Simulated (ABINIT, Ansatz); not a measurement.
Given: the input of a run of ABINIT 10.8.3 (patched build) on SrVO3. 

File run.abi:

```
# Pseudopotentials
pp_dirpath "./"
pseudos "Sr.GGA_PBE-JTH.xml, V.GGA_PBE-JTH.xml, O.GGA_PBE-JTH.xml"

# Structure
acell 7.2582490721 7.2582490721 7.2582490721
rprim
     1.0000000000     0.0000000000     0.0000000000
     0.0000000000     1.0000000000     0.0000000000
     0.0000000000     0.0000000000     1.0000000000
ntypat 3
znucl 38 23 8
natom 5
typat 1 2 3 3 3
xred
     0.5000000000     0.5000000000     0.5000000000
     0.0000000000     0.0000000000     0.0000000000
     0.0000000000     0.0000000000     0.5000000000
     0.0000000000     0.5000000000     0.0000000000
     0.5000000000     0.0000000000     0.0000000000

# Plane-wave basis
ecut 23.0
pawecutdg 45.0

# k points
kptopt 1
ngkpt 4 4 4
nshiftk 1
shiftk 0.0 0.0 0.0

# Exchange and correlation
ixc 11

# Bands and occupations
nband 26
occopt 3
tsmear 0.05 eV

# Spin
nsppol 2
spinat
     0.0000000000     0.0000000000     0.0000000000
     0.0000000000     0.0000000000     2.0000000000
     0.0000000000     0.0000000000     0.0000000000
     0.0000000000     0.0000000000     0.0000000000
     0.0000000000     0.0000000000     0.0000000000

# SCF cycle
nstep 100
tolvrs 1.0e-9

# Output
iomode 3
prtwf 0
prteig 0
prtebands 0
enunit 2
prtden 1
prtvha 1
prtvclmb 1
prtpot 1
```

Potentials or basis: JTH PAW PBE v2.0.

Command:

```bash
$ abinit run.abi > log 2>&1
```

**Question.** Set up the same calculation for Ansatz 0.2.0. Potentials or basis there: Ansatz PAW, cutoff 420 eV.

**Answer.** As run (cutoffs and basis follow the program's own potentials, and thresholds, step limits or extra output files can differ):

Contents of input.yaml:

```yaml
crystal:
  lattice:
    - [3.8409, 0.0, 0.0]
    - [0.0, 3.8409, 0.0]
    - [0.0, 0.0, 3.8409]
  atoms:
    - { symbol: Sr, position: [0.5, 0.5, 0.5] }
    - { symbol: V, position: [0.0, 0.0, 0.0], spin: 2.0 }
    - { symbol: O, position: [0.0, 0.0, 0.5] }
    - { symbol: O, position: [0.0, 0.5, 0.0] }
    - { symbol: O, position: [0.5, 0.0, 0.0] }
hamiltonian:
  xc: pbe
  pseudopotentials: { kind: paw }
magnetization:
  spin_polarized: true
kpoints:
  mp_grid: { grid: [4, 4, 4] }
scf:
  occupations: { method: fermi_dirac, width: 0.05 }
output:
  forces: true
  stress: true
  eigenvalues: true
```

Potentials or basis: Ansatz PAW.

Command:

```console
$ ansatz run input.yaml --threads 2 --pin off --max-ram 5120MiB --backend cpu --events-out ev --progress --plain --runs-dir out
```

Both were run:

|  | ABINIT | Ansatz |
| --- | --- | --- |
| Pressure | 3.7 GPa | 3.2 GPa |
| Net moment | 0.62 μB per cell | 0.62 μB per cell |

Ansatz's pressure holds a Pulay term of +0.64 GPa for its cutoff of 420 eV, which the other run lacks.

Where Ansatz's input types no cutoff or centring, it takes its own default and a Γ-centred mesh.

The magnetic state is the one that the start led to; the real crystal's order can differ.

Pressure is positive in compression.

The k mesh is coarse, so the values aren't converged.
